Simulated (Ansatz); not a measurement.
# An added N started as a split pair with a Ge atom in diamond Ge, 65 atoms, charge −1

Computed with DFT, PBEsol, PAW, plane waves in Ansatz 0.2.0.

Command:

```sh
ansatz run in.yaml --threads 8 --pin off --max-ram 118750MiB --runs-dir r --events-out ev --progress --plain --backend cuda --devices 0, --max-vram 170GiB
```

The input less its lattice and atoms (starting moments on atoms near the defect: 2 μB in all):

```yaml
crystal:
  symmetry: { detect: false }
kpoints:
  mp_grid: { grid: [1, 1, 1], shift: [0.25, 0.25, 0.25] }
hamiltonian:
  xc: pbesol
total_charge: -1
magnetization:
  spin_polarized: true
scf:
  occupations: { method: fermi_dirac, width: 0.01 }
relax:
  f_tol: 0.03
  max_steps: 80
  escape_saddle: false
  adjacent_minimum: "off"
output:
  forces: true
  eigenvalues: true
  populations: true
  charged_corrections: { epsilon: 16 }
```

Start:

```
Ge N
1.0
    11.35118    0.00000    0.00000
     0.00000   11.35118    0.00000
     0.00000    0.00000   11.35118
Ge N
64 1
Direct
  0.00065 0.00194 0.99848
  0.00200 0.00005 0.49810
  0.00064 0.50006 0.99836
  0.99933 0.49897 0.50302
  0.49699 0.00226 0.00045
  0.49781 0.99842 0.49779
  0.50192 0.49929 0.00338
  0.43661 0.43424 0.50275
  0.12558 0.12520 0.12164
  0.12470 0.12448 0.62382
  0.12437 0.62345 0.12600
  0.12834 0.62411 0.62593
  0.62511 0.12468 0.12363
  0.62410 0.12273 0.62969
  0.62585 0.62650 0.12494
  0.62231 0.62651 0.62509
  0.25158 0.24759 0.99794
  0.24890 0.24938 0.50233
  0.24992 0.75114 0.99886
  0.25071 0.75121 0.49916
  0.74726 0.25006 0.99924
  0.75049 0.24994 0.50043
  0.75249 0.74877 0.99980
  0.75043 0.75081 0.49771
  0.37763 0.37531 0.12268
  0.37278 0.37601 0.62396
  0.37182 0.87809 0.12364
  0.37546 0.87404 0.62359
  0.87928 0.37795 0.12844
  0.87769 0.37254 0.62580
  0.87320 0.87528 0.12554
  0.87703 0.87938 0.62665
  0.25161 0.99539 0.24942
  0.25031 0.00189 0.75216
  0.25089 0.49720 0.24760
  0.24792 0.50143 0.74786
  0.75169 0.00006 0.24825
  0.75166 0.00217 0.74921
  0.74937 0.50171 0.24591
  0.75273 0.49917 0.74941
  0.37835 0.12018 0.37415
  0.37562 0.12782 0.87327
  0.37597 0.62645 0.37672
  0.37314 0.62601 0.87788
  0.87351 0.12219 0.37278
  0.87471 0.12499 0.87508
  0.87827 0.62526 0.37586
  0.87509 0.62586 0.87583
  0.00148 0.25032 0.24824
  0.99680 0.25099 0.75277
  0.00162 0.75123 0.24997
  0.00099 0.75092 0.74863
  0.49766 0.25032 0.25031
  0.49888 0.24872 0.75193
  0.49902 0.74892 0.25164
  0.49885 0.74951 0.74848
  0.12317 0.37678 0.37437
  0.12613 0.37282 0.87450
  0.12540 0.87345 0.37582
  0.12320 0.87583 0.87234
  0.62304 0.37398 0.37755
  0.62539 0.37367 0.87536
  0.62406 0.87442 0.37740
  0.62211 0.87853 0.87736
  0.56476 0.56435 0.50077
```

Steps:

| step | energy less the first (eV) | largest force component (eV/Å) |
| --- | --- | --- |
| start | 0.000 | 23.133 |
| 1 | -5.946 | 5.337 |
| 2 | -7.378 | 1.044 |
| 3 | -7.743 | 0.555 |
| 4 | -7.998 | 0.437 |
| 5 | -8.082 | 0.301 |
| 6 | -8.111 | 0.297 |
| 7 | -8.126 | 0.072 |
| 8 | -8.130 | 0.050 |
| 9 | -8.131 | 0.018 |

A structure on the way, about -7.38 eV from the start:

```xyz
65
Lattice="11.3512 0.0000 0.0000 0.0000 11.3512 0.0000 0.0000 0.0000 11.3512" Properties=species:S:1:pos:R:3 pbc="T T T"
Ge   11.3494    0.0050   11.3466
Ge    0.0070    0.0015    5.6599
Ge   11.3236    5.6700   11.3407
Ge   11.3485    5.6672    5.6797
Ge    5.6576   11.3302   11.3497
Ge    5.6699   11.3364    5.6658
Ge    5.6804    5.6718    0.0147
Ge    5.1604    5.1431    5.4733
Ge    1.4294    1.4221    1.4113
Ge    1.3963    1.4037    7.0980
Ge    1.3933    7.1052    1.3952
Ge    1.4229    7.0942    7.0962
Ge    7.1082    1.3919    1.3902
Ge    7.0901    1.4069    7.1063
Ge    7.1043    7.1048    1.4229
Ge    7.1774    7.1899    7.0909
Ge    2.8398    2.8286   11.3334
Ge    2.7999    2.7950    5.6965
Ge    2.8232    8.5178   11.3482
Ge    2.8343    8.4989    5.6752
Ge    8.5090    2.8365    0.0057
Ge    8.5009    2.8213    5.6796
Ge    8.5147    8.5111   11.3479
Ge    8.5804    8.5830    5.7046
Ge    4.2605    4.2454    1.4161
Ge    4.1469    4.1557    7.2589
Ge    4.2544    9.9237    1.4312
Ge    4.2550    9.9265    7.0931
Ge    9.9298    4.2778    1.4455
Ge    9.9367    4.2469    7.0979
Ge    9.9353    9.9328    1.4239
Ge    9.9710    9.9841    7.1061
Ge    2.8356   11.3340    2.8320
Ge    2.8354    0.0022    8.5079
Ge    2.8030    5.6725    2.7905
Ge    2.8011    5.6881    8.5403
Ge    8.5077   11.3394    2.8295
Ge    8.5184    0.0071    8.5207
Ge    8.4915    5.6913    2.8576
Ge    8.5116    5.6626    8.5120
Ge    4.2629    1.4097    4.2560
Ge    4.2623    1.4129    9.9412
Ge    4.2241    7.0731    4.2464
Ge    4.2536    7.1007    9.9557
Ge    9.9315    1.4152    4.2402
Ge    9.9294    1.4286    9.9417
Ge    9.9346    7.1109    4.2809
Ge    9.9301    7.1065    9.9253
Ge    0.0023    2.8376    2.8274
Ge   11.3374    2.8323    8.5159
Ge   11.3509    8.5081    2.8412
Ge    0.0012    8.5213    8.5056
Ge    5.6810    2.7872    2.7964
Ge    5.6824    2.8051    8.5499
Ge    5.6841    8.4940    2.8579
Ge    5.6599    8.5043    8.5189
Ge    1.4258    4.2580    4.2578
Ge    1.4070    4.2561    9.9423
Ge    1.4275    9.9255    4.2575
Ge    1.4166    9.9418    9.9259
Ge    7.0697    4.2062    4.2450
Ge    7.1041    4.2578    9.9457
Ge    7.1118    9.9249    4.2749
Ge    7.0947    9.9372    9.9347
N     6.4376    6.4659    5.6101
```

End:

```xyz
65
Lattice="11.3512 0.0000 0.0000 0.0000 11.3512 0.0000 0.0000 0.0000 11.3512" Properties=species:S:1:pos:R:3 pbc="T T T"
Ge   11.3385   11.3169    0.0097
Ge    0.1000    0.0642    5.6522
Ge   11.2555    5.6594   11.2875
Ge   11.3448    5.6380    5.6810
Ge    5.6613   11.3408    0.0099
Ge    5.6772   11.2892    5.6848
Ge    5.6668    5.6388    0.0223
Ge    5.4910    5.5837    5.3826
Ge    1.4103    1.3861    1.4292
Ge    1.4946    1.4607    7.0892
Ge    1.2987    7.0973    1.3327
Ge    1.4070    7.0671    7.1091
Ge    7.0876    1.3885    1.4084
Ge    7.0835    1.3765    7.1086
Ge    7.0726    7.0626    1.4605
Ge    7.2621    7.3676    7.1675
Ge    2.8075    2.7858   11.3212
Ge    2.9011    2.8797    5.6877
Ge    2.8322    8.5143    0.0375
Ge    2.8372    8.4290    5.6498
Ge    8.5087    2.8373    0.0250
Ge    8.5012    2.7586    5.6594
Ge    8.4898    8.4681    0.0147
Ge    8.7192    8.6739    5.7856
Ge    4.2216    4.2017    1.3953
Ge    4.3069    4.3076    7.1282
Ge    4.3033    9.9022    1.4635
Ge    4.2827    9.8302    7.0842
Ge    9.9038    4.2819    1.4598
Ge    9.9142    4.2041    7.0753
Ge    9.9064    9.9037    1.4309
Ge   10.1007   10.0771    7.1527
Ge    2.8419   11.3173    2.8431
Ge    2.8461   11.2885    8.4651
Ge    2.6508    5.5965    2.6712
Ge    2.8370    5.6732    8.5439
Ge    8.4482   11.2864    2.8446
Ge    8.5282    0.0025    8.5463
Ge    8.4679    5.6638    2.9184
Ge    8.4438    5.6186    8.4414
Ge    4.2581    1.3827    4.2790
Ge    4.2405    1.3716    9.9104
Ge    4.0307    6.9627    4.0766
Ge    4.2510    7.0876    9.9881
Ge    9.9192    1.3583    4.2347
Ge    9.9429    1.4267    9.9618
Ge    9.9122    7.0974    4.3212
Ge    9.8486    7.0613    9.8694
Ge   11.3174    2.8028    2.8286
Ge    0.0037    2.8140    8.4990
Ge   11.3173    8.4843    2.8550
Ge    0.0049    8.4951    8.5364
Ge    5.6447    2.7644    2.7997
Ge    5.6624    2.8083    8.5178
Ge    5.6472    8.4220    2.9220
Ge    5.6953    8.5154    8.6207
Ge    1.3948    4.2110    4.2510
Ge    1.3963    4.2494    9.9344
Ge    1.4303    9.8943    4.2650
Ge    1.4333    9.9193    9.9436
Ge    7.0572    4.1284    4.2361
Ge    7.0856    4.2297    9.9394
Ge    7.1044    9.8296    4.3249
Ge    7.1062    9.9509    9.9864
N     6.3811    7.1430    5.6037
```

Self-consistency was reached.

Time: 15 s of wall time on one NVIDIA GB200 with 8 processor threads, on a host shared with other runs; peak host memory 2.1 GiB.

(1) How much energy did the relaxation gain, and which atom moved most?

The moment started at 2 μB and ended at 0.0 μB; no other spin state is shown. The program warned that the state may not be the lowest. The one k point has no symmetry partners, which can distort the end along one axis.

Results:

(1) 8.13 eV in 9 steps, from a start with small random displacements (neighbours that lie too close to an added atom are first pushed off); atom 8 (Ge) moved 0.91 Å, the median atom 0.07 Å (drift of the whole cell removed).
